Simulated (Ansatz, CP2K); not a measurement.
Given: the input of a run of Ansatz 0.2.0 on CdSe. The cell is a database's computed one, not the measured one.

Contents of input.yaml:

```yaml
crystal:
  lattice:
    - [4.34201917, 0.0, 0.0]
    - [2.171009585, 3.7602989049, 0.0]
    - [2.171009585, 1.2534329683, 3.5452438066]
  atoms:
    - { symbol: Cd, position: [0.0, 0.0, 0.0] }
    - { symbol: Se, position: [0.25, 0.25, 0.25] }
kpoints:
  mp_grid: { grid: [8, 8, 8] }
scf:
  occupations: { method: gaussian, width: 0.1 }
hamiltonian:
  xc: pbe
  pseudopotentials: { kind: all_electron, lapw: { basis_error: 0.001 } }
output:
  forces: true
  stress: true
  eigenvalues: true
```

Potentials or basis: all-electron LAPW, scalar-relativistic.

Run with:

```console
$ ansatz run input.yaml --threads 1 --pin off --max-ram 3072MiB --backend cpu --events-out ev --progress --plain --runs-dir out
```

Problem. What does the same run look like in CP2K 2026.2? Potentials or basis there: POTENTIAL_UZH Cd GTH-PBE-q12, Se GTH-PBE-q6; TZVP-MOLOPT-PBE-GTH basis.

Solution. As run (cutoffs and basis follow the program's own potentials, and thresholds, step limits or extra output files can differ):

cdse_scf.inp

```
&GLOBAL
  PROJECT cdse_scf
  RUN_TYPE ENERGY_FORCE
  PRINT_LEVEL LOW
&END GLOBAL
&FORCE_EVAL
  METHOD QS
  STRESS_TENSOR ANALYTICAL
  &DFT
    BASIS_SET_FILE_NAME BASIS_MOLOPT_UZH
    POTENTIAL_FILE_NAME POTENTIAL_UZH
    &MGRID
      CUTOFF 450
      REL_CUTOFF 60
      NGRIDS 4
    &END MGRID
    &QS
      METHOD GPW
      EPS_DEFAULT 1.0E-10
    &END QS
    &KPOINTS
      SCHEME MONKHORST-PACK 8 8 8
      GAMMA_CENTERED T
      SYMMETRY T
      SYMMETRY_BACKEND SPGLIB
    &END KPOINTS
    &SCF
      SCF_GUESS ATOMIC
      EPS_SCF 1.0E-6
      MAX_SCF 100
      ADDED_MOS 10
      CHOLESKY OFF
      EPS_EIGVAL 1.0E-7
      &DIAGONALIZATION ON
        ALGORITHM STANDARD
      &END DIAGONALIZATION
      &MIXING ON
        METHOD BROYDEN_MIXING
        ALPHA 0.4
        BETA 1.5
        NBUFFER 8
      &END MIXING
      &SMEAR ON
        METHOD GAUSSIAN
        SIGMA [eV] 0.1
      &END SMEAR
    &END SCF
    &XC
      &XC_FUNCTIONAL PBE
      &END XC_FUNCTIONAL
    &END XC
    &PRINT
      &KPOINTS ON
      &END KPOINTS
      &MULLIKEN ON
      &END MULLIKEN
      &MO ON
        ENERGIES T
        OCCUPATION_NUMBERS T
        &EACH
          QS_SCF 0
        &END EACH
        ADD_LAST NUMERIC
      &END MO
      &E_DENSITY_CUBE ON
        STRIDE 1
      &END E_DENSITY_CUBE
      &V_HARTREE_CUBE ON
        STRIDE 1
      &END V_HARTREE_CUBE
      &ELF_CUBE ON
        STRIDE 1
      &END ELF_CUBE
    &END PRINT
  &END DFT
  &SUBSYS
    &CELL
      ABC 4.3420191700 4.3420191700 4.3420191700
      ALPHA_BETA_GAMMA 59.9999999999 59.9999999998 59.9999999997
      PERIODIC XYZ
    &END CELL
    &COORD
      SCALED
      Cd  0.0000000000 0.0000000000 0.0000000000
      Se  0.2500000000 0.2500000000 0.2500000000
    &END COORD
    &KIND Cd
      BASIS_SET TZVP-MOLOPT-PBE-GTH-q12
      POTENTIAL GTH-PBE-q12
    &END KIND
    &KIND Se
      BASIS_SET TZVP-MOLOPT-PBE-GTH-q6
      POTENTIAL GTH-PBE-q6
    &END KIND
    &PRINT
      &ATOMIC_COORDINATES ON
      &END ATOMIC_COORDINATES
      &CELL ON
      &END CELL
      &SYMMETRY ON
      &END SYMMETRY
    &END PRINT
  &END SUBSYS
  &PRINT
    &FORCES ON
    &END FORCES
    &STRESS_TENSOR ON
    &END STRESS_TENSOR
  &END PRINT
&END FORCE_EVAL
```

Potentials or basis: POTENTIAL_UZH Cd GTH-PBE-q12, Se GTH-PBE-q6; TZVP-MOLOPT-PBE-GTH basis.

The run is started by

```bash
$ OMP_NUM_THREADS=1 cp2k.psmp -i cdse_scf.inp -o cdse_scf.out
```

Both were run:

|  | Ansatz | CP2K |
| --- | --- | --- |
| Pressure | 1.3 GPa | 1.8 GPa |

Where Ansatz's input types no cutoff or centring, it takes its own default and a Γ-centred mesh.

Pressure is positive in compression.
